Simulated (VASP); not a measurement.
# TiC in VASP: work function with PBEsol

Aim: the work function of TiC with PBEsol.

Everything below comes from runs of VASP 6.6.1. Logs are shortened: lines on timing, memory, paths and dates and some standing lists are left out, and cuts for length are marked.

**1. The slab as given**

The cell holds a slab with vacuum, 10 atoms: a = 3.054 Å, b = 3.054 Å, c = 24.637 Å, α = 90.00°, β = 90.00°, γ = 90.00°.

**2. Work function, PBEsol**

Contents of INCAR:

```
PREC = Accurate ; ENCUT = 520
EDIFF = 1E-6 ; ISMEAR = 1
SIGMA = 0.1 ; LREAL = False
LASPH = True ; NELM = 100
ALGO = Fast ; ISIF = 2
LWAVE = False ; LCHARG = True
LDIPOL = True ; IDIPOL = 3
DIPOL = 0.5 0.5 0.500 ; GGA = PS
LVHAR = True ; LVACPOTAV = True
KPAR = 8
```

Contents of KPOINTS:

```
regular mesh
0
Gamma
  10 10 1
```

Contents of POSCAR:

```
TiC                                     
1.0
    3.0537113450      0.0000000000      0.0000000000
    0.0000000000      3.0537113450      0.0000000000
    0.0000000000      0.0000000000     24.6372000000
  Ti              C             
     5     5
Direct
     0.5000000000000000    0.5000000000000000    0.3290429648198193
     0.0000000000000000    1.0000000000000000    0.4137015189371329
     0.5000000000000000    0.5000000000000000    0.5000000000000000
     1.0000000000000000    0.0000000000000000    0.5862984810628670
     0.5000000000000000    0.5000000000000000    0.6709570351801806
     0.0000000000000000    0.0000000000000000    0.3245843975134569
     0.5000000000000000    0.5000000000000000    0.4126870988735100
     0.0000000000000000    0.0000000000000000    0.5000000000000000
     0.5000000000000000    0.5000000000000000    0.5873129011264898
     0.0000000000000000    0.0000000000000000    0.6754156024865434
```

Potentials or basis: VASP PAW PBE potentials, release 64 (Ti_sv, C).

The run is started by

```sh
> cat potpaw_PBE.64/Ti_sv/POTCAR potpaw_PBE.64/C/POTCAR > POTCAR
> mpirun -np 8 vasp_std > vasp.out
```

OUTCAR:

```text
PREC = Accurate
   ENCUT = 520
   EDIFF = 1E-6
   ISMEAR = 1
   LREAL = False
   LASPH = True
   NELM = 100
   ISIF = 2
   GGA = PS

 ion  position               nearest neighbor table
   1  0.500  0.500  0.329-   7 2.06   6 2.16   6 2.16   6 2.16   6 2.16
   2  0.000  0.000  0.414-   8 2.13   7 2.16   7 2.16   7 2.16   7 2.16   6 2.20
   3  0.500  0.500  0.500-   7 2.15   9 2.15   8 2.16   8 2.16   8 2.16   8 2.16
   4  0.000  0.000  0.586-   8 2.13   9 2.16   9 2.16   9 2.16   9 2.16  10 2.20
   5  0.500  0.500  0.671-   9 2.06  10 2.16  10 2.16  10 2.16  10 2.16
   6  0.000  0.000  0.325-   1 2.16   1 2.16   1 2.16   1 2.16   2 2.20
   7  0.500  0.500  0.413-   1 2.06   3 2.15   2 2.16   2 2.16   2 2.16   2 2.16
   8  0.000  0.000  0.500-   2 2.13   4 2.13   3 2.16   3 2.16   3 2.16   3 2.16
   9  0.500  0.500  0.587-   5 2.06   3 2.15   4 2.16   4 2.16   4 2.16   4 2.16
  10  0.000  0.000  0.675-   5 2.16   5 2.16   5 2.16   5 2.16   4 2.20

  LATTYP: Found a simple tetragonal cell.
 ALAT       =     3.0537113450
 C/A-ratio  =     8.0679531287

  Lattice vectors:

 A1 = (   3.0537113450,   0.0000000000,   0.0000000000)
 A2 = (   0.0000000000,   3.0537113450,   0.0000000000)
 A3 = (   0.0000000000,   0.0000000000,  24.6372000000)

Analysis of symmetry for initial positions (statically):
=====================================================================
 Subroutine PRICEL returns:
 Original cell was already a primitive cell.

 Routine SETGRP: Setting up the symmetry group for a
 simple tetragonal supercell.

 Subroutine GETGRP returns: Found 16 space group operations
 (whereof 16 operations were pure point group operations)
 out of a pool of 16 trial point group operations.

The static configuration has the point symmetry D_4h.

Analysis of symmetry for dynamics (positions and initial velocities):
=====================================================================
 Subroutine PRICEL returns:
 Original cell was already a primitive cell.

 Routine SETGRP: Setting up the symmetry group for a
 simple tetragonal supercell.

 Subroutine GETGRP returns: Found 16 space group operations
 (whereof 16 operations were pure point group operations)
 out of a pool of 16 trial point group operations.

The dynamic configuration has the point symmetry D_4h.

 Subroutine INISYM returns: Found 16 space group operations
 (whereof 16 operations are pure point group operations),
 and found     1 'primitive' translations

----------------------------------------------------------------------------------------

                                     Primitive cell

  volume of cell :     229.7457

  direct lattice vectors                    reciprocal lattice vectors
     3.053711345  0.000000000  0.000000000     0.327470375  0.000000000  0.000000000
     0.000000000  3.053711345  0.000000000     0.000000000  0.327470375  0.000000000
     0.000000000  0.000000000 24.637200000     0.000000000  0.000000000  0.040589028

  length of vectors
     3.053711345  3.053711345 24.637200000     0.327470375  0.327470375  0.040589028

  position of ions in fractional coordinates (direct lattice)
     0.500000000  0.500000000  0.329042965
     0.000000000  0.000000000  0.413701519
     0.500000000  0.500000000  0.500000000
     0.000000000  0.000000000  0.586298481
     0.500000000  0.500000000  0.670957035
     0.000000000  0.000000000  0.324584398
     0.500000000  0.500000000  0.412687099
     0.000000000  0.000000000  0.500000000
     0.500000000  0.500000000  0.587312901
     0.000000000  0.000000000  0.675415602

  ion indices of the primitive-cell ions
   primitive index   ion index
                 1           1
                 2           2
                 3           3
                 4           4
                 5           5
                 6           6
                 7           7
                 8           8
                 9           9
                10          10

----------------------------------------------------------------------------------------

 KPOINTS: regular mesh

Automatic generation of k-mesh.
 Grid dimensions read from file:
 generate k-points for:   10   10    1

 Generating k-lattice:

  Cartesian coordinates                     Fractional coordinates (reciprocal lattice)
     0.032747038  0.000000000  0.000000000     0.100000000  0.000000000  0.000000000
     0.000000000  0.032747038  0.000000000     0.000000000  0.100000000  0.000000000
     0.000000000  0.000000000  0.040589028     0.000000000  0.000000000  1.000000000

  Length of vectors
     0.032747038  0.032747038  0.040589028

  Shift w.r.t. Gamma in fractional coordinates (k-lattice)
     0.000000000  0.000000000  0.000000000

 Subroutine IBZKPT returns following result:
 ===========================================

 Found     21 irreducible k-points:

 Following reciprocal coordinates:
            Coordinates               Weight
  0.000000  0.000000  0.000000      1.000000
  0.100000  0.000000  0.000000      4.000000
  0.200000  0.000000  0.000000      4.000000
  0.300000  0.000000  0.000000      4.000000
  0.400000  0.000000  0.000000      4.000000
  0.500000  0.000000  0.000000      2.000000
[... 13 lines left out ...]
  0.500000  0.400000  0.000000      4.000000
  0.500000  0.500000  0.000000      1.000000
   k-points           NKPTS =     21   k-points in BZ     NKDIM =     21   number of bands    NBANDS=     48
   number of dos      NEDOS =    301   number of ions     NIONS =     10
   total plane-waves  NPLWV = 110592
   dimension x,y,z NGX =    24 NGY =   24 NGZ =  192
   dimension x,y,z NGXF=    48 NGYF=   48 NGZF=  384
   ions per type =               5   5
   NGX,Y,Z   is equivalent  to a cutoff of  13.07, 13.07, 12.96 a.u.
   NGXF,Y,Z  is equivalent  to a cutoff of  26.13, 26.13, 25.91 a.u.
 SYSTEM =  unknown system
   PREC   = accura    normal or accurate (medium, high low for compatibility)
   ISTART =      0    job   : 0-new  1-cont  2-samecut
   ICHARG =      2    charge: 1-file 2-atom 10-const
   ISPIN  =      1    spin polarized calculation?
   LNONCOLLINEAR =      F non collinear calculations
   LSORBIT =      F    spin-orbit coupling
   LASPH  =      T    aspherical Exc in radial PAW
   ENCUT  =  520.0 eV  38.22 Ry    6.18 a.u.   5.68  5.68 45.81*2*pi/ulx,y,z
   NELM   =    100;   NELMIN=  2; NELMDL= -5     # of ELM steps
   EDIFF  = 0.1E-05   stopping-criterion for ELM
   LREAL  =      F    real-space projection
   EDIFFG = 0.1E-04   stopping-criterion for IOM
   NSW    =      0    number of steps for IOM
   IBRION =     -1    ionic relax: 0-MD 1-quasi-New 2-CG
   NFREE  =      0    steps in history (QN), initial steepest desc. (CG)
   ISIF   =      2    stress and relaxation
   ISYM   =      2    0-nonsym 1-usesym 2-fastsym
   POTIM  = 0.5000    time-step for ionic-motion
   TEBEG  =    0.0;   TEEND  =   0.0 temperature during run
   PSTRESS=    0.0 pullay stress
   NELECT =      80.0000    total number of electrons
   NUPDOWN=      -1.0000    fix difference up-down
   EMIN   =  10.00;   EMAX   =-10.00  energy-range for DOS
   EFERMI =   0.00;   METHOD = LEGACY
   ISMEAR =     1;   SIGMA  =   0.10  broadening in eV -4-tet -1-fermi 0-gaus
   EFERMI_NEDOS =   21; number of points for ismear=-14 and -15
   IALGO  =     68    algorithm
   IMIX   =      4    mixing-type and parameters
     AMIX     =   0.40;   BMIX     =  1.00
     AMIX_MAG =   1.60;   BMIX_MAG =  1.00
  volume/ion in A,a.u.               =      22.97       155.04
  Fermi-wavevector in a.u.,A,eV,Ry     =   1.151743  2.176479 18.048302  1.326513
  Thomas-Fermi vector in A             =   2.288399
   LORBIT       =      0    0 simple, 1 ext, 2 COOP (PROOUT), +10 PAW based schemes
   GGA     = PS    functional components
   LHFCALC =     F    Hartree Fock is set to
   AEXX    =    0.0000 exact exchange contribution
   IVDW    =     0    specifies the selected vdW correction
   LEPSILON=     F    determine dielectric tensor
   LRPA    =     F    only Hartree local field effects (RPA)
 non-spin polarized calculation
 RMM-DIIS sequential band-by-band and
 Methfessel and Paxton  Order N= 1 SIGMA  =   0.10
  energy-cutoff  :      520.00
  volume of cell :      229.75
 maximum number of plane-waves:      6248
 NGX is ok and might be reduce to    24
   NGX = 11   NGY = 11   NGZ = 91

 dipolmoment           0.000000      0.000000     -0.000000 electrons x Angstroem

 number of electron      80.0000028 magnetization

 dipolmoment           0.000000      0.000000      0.000000 electrons x Angstroem

 Free energy of the ion-electron system (eV)
  ---------------------------------------------------
  ext. energy  EPLUGINS =         0.00000000
  ---------------------------------------------------
  free energy    TOTEN  =       -96.77407299 eV

  energy without entropy =      -96.77249367  energy(sigma->0) =      -96.77354655

 E-fermi :   1.4380     XC(G=0):  -6.3265

 val. band max:        1.4229176318   @ k =   0.1000   0.1000   0.0000
 cond. band min:       1.4951833922   @ k =   0.4000   0.3000   0.0000
 fundamental gap:      0.0722657604
 Fermi energy:         1.4380493860

 k-point     1 :       0.0000    0.0000    0.0000
  band No.  band energies     occupation
      1     -54.7415      2.00000
      2     -54.6937      2.00000
      3     -54.6624      2.00000
      4     -54.5724      2.00000
      5     -54.5714      2.00000
      6     -31.3101      2.00000
[... 40 lines left out ...]
     47       3.1385     -0.00000
     48       3.3307     -0.00000

 k-point     2 :       0.1000    0.0000    0.0000
  band No.  band energies     occupation
      1     -54.7369      2.00000
      2     -54.6904      2.00000
      3     -54.6610      2.00000
      4     -54.5708      2.00000
      5     -54.5699      2.00000
      6     -31.2991      2.00000
[... 40 lines left out ...]
     47       3.2492     -0.00000
     48       3.4540      0.00000

 k-point     3 :       0.2000    0.0000    0.0000
  band No.  band energies     occupation
      1     -54.7244      2.00000
      2     -54.6817      2.00000
      3     -54.6580      2.00000
      4     -54.5665      2.00000
      5     -54.5661      2.00000
      6     -31.2713      2.00000
[... 40 lines left out ...]
     47       3.6005      0.00000
     48       3.6665      0.00000

 k-point     4 :       0.3000    0.0000    0.0000
  band No.  band energies     occupation
      1     -54.7074      2.00000
      2     -54.6708      2.00000
      3     -54.6558      2.00000
      4     -54.5614      2.00000
      5     -54.5613      2.00000
      6     -31.3100      2.00000
[... 805 lines left out ...]
     47       4.3604      0.00000
     48       4.7803      0.00000

 k-point    20 :       0.5000    0.4000    0.0000
  band No.  band energies     occupation
      1     -54.6596      2.00000
      2     -54.6349      2.00000
      3     -54.6349      2.00000
      4     -54.5332      2.00000
      5     -54.5332      2.00000
      6     -31.3091      2.00000
[... 40 lines left out ...]
     47       4.4605      0.00000
     48       4.9530      0.00000

 k-point    21 :       0.5000    0.5000    0.0000
  band No.  band energies     occupation
      1     -54.6571      2.00000
      2     -54.6324      2.00000
      3     -54.6324      2.00000
      4     -54.5308      2.00000
      5     -54.5308      2.00000
      6     -31.3199      2.00000
[... 40 lines left out ...]
     47       4.2934      0.00000
     48       5.0960      0.00000

------------------------ aborting loop because EDIFF is reached ----------------------------------------

  FORCE on cell =-STRESS in cart. coord.  units (eV):
  Direction    XX          YY          ZZ          XY          YZ          ZX
  --------------------------------------------------------------------------------------
  -------------------------------------------------------------------------------------
  Total       -6.6139712     -6.6139712     -0.0666212      0.0000000      0.0000000      0.0000000
  in kB      -46.1238519    -46.1238519     -0.4645963      0.0000000      0.0000000      0.0000000
  external PRESSURE =     -30.9041001 kB  Pullay stress =       0.0000000 kB

 VOLUME and BASIS-vectors are now :
 -----------------------------------------------------------------------------
  energy-cutoff  :      520.00
  volume of cell :      229.75
      direct lattice vectors                 reciprocal lattice vectors
     3.053711345  0.000000000  0.000000000     0.327470375  0.000000000  0.000000000
     0.000000000  3.053711345  0.000000000     0.000000000  0.327470375  0.000000000
     0.000000000  0.000000000 24.637200000     0.000000000  0.000000000  0.040589028

 POSITION                                       TOTAL-FORCE (eV/Angst)
 -----------------------------------------------------------------------------------
      1.52686      1.52686      8.10670        -0.000000     -0.000000     -0.011994
      0.00000      0.00000     10.19245         0.000000      0.000000     -0.001381
      1.52686      1.52686     12.31860         0.000000      0.000000      0.000000
      0.00000      0.00000     14.44475         0.000000     -0.000000      0.001381
      1.52686      1.52686     16.53050        -0.000000     -0.000000      0.011994
      0.00000      0.00000      7.99685         0.000000      0.000000      0.008300
      1.52686      1.52686     10.16745         0.000000      0.000000      0.000784
      0.00000      0.00000     12.31860         0.000000      0.000000      0.000000
      1.52686      1.52686     14.46975         0.000000      0.000000     -0.000784
      0.00000      0.00000     16.64035         0.000000      0.000000     -0.008300
 -----------------------------------------------------------------------------------
    total drift:                                0.000000     -0.000000      0.000000

  FREE ENERGIE OF THE ION-ELECTRON SYSTEM (eV)
  ---------------------------------------------------
  free  energy   TOTEN  =       -96.7740729911 eV

  energy  without entropy=      -96.7724936693  energy(sigma->0) =      -96.77354655

 vacuum level on the upper side and lower side of the slab         6.114         6.114
```

Run time: 2.6 min. Hardware: 8 MPI ranks of Intel Xeon Platinum 8488C (Sapphire Rapids), shared host; peak memory 0.45 GiB.

Results:

```
Free energy                     : -96.7741 eV
Largest force                   : 0.012 eV/Å
Band gap on the k mesh          : none (metal or under the smearing width)
Work function of the upper face : 4.68 eV
Work function of the lower face : 4.68 eV
```

Forces on the atoms (eV/Å):
```
Ti   0.000  0.000 -0.012
Ti   0.000  0.000 -0.001
Ti   0.000  0.000  0.000
Ti   0.000  0.000  0.001
Ti   0.000  0.000  0.012
C    0.000  0.000  0.008
C    0.000  0.000  0.001
C    0.000  0.000  0.000
C    0.000  0.000 -0.001
C    0.000  0.000 -0.008
```

Levels at points of the mesh, in eV from the Fermi level:
```csv
k point,band 36,band 37,band 38,band 39,band 40,band 41,band 42,band 43,band 44,band 45
"(0.00, 0.00, 0.00)",-0.18,-0.18,0.11,0.11,0.38,0.58,0.58,0.76,1.49,1.49
"(0.50, 0.00, 0.00)",-2.51,-2.05,-2.05,-2.01,-2.00,2.38,2.41,2.52,2.55,2.96
"(0.50, 0.50, 0.00)",-0.98,-0.82,-0.82,-0.52,-0.52,-0.05,0.68,1.50,1.50,2.78
```

Caveat: the PAW data sets were made with another functional, which shifts forces and pressure a little.
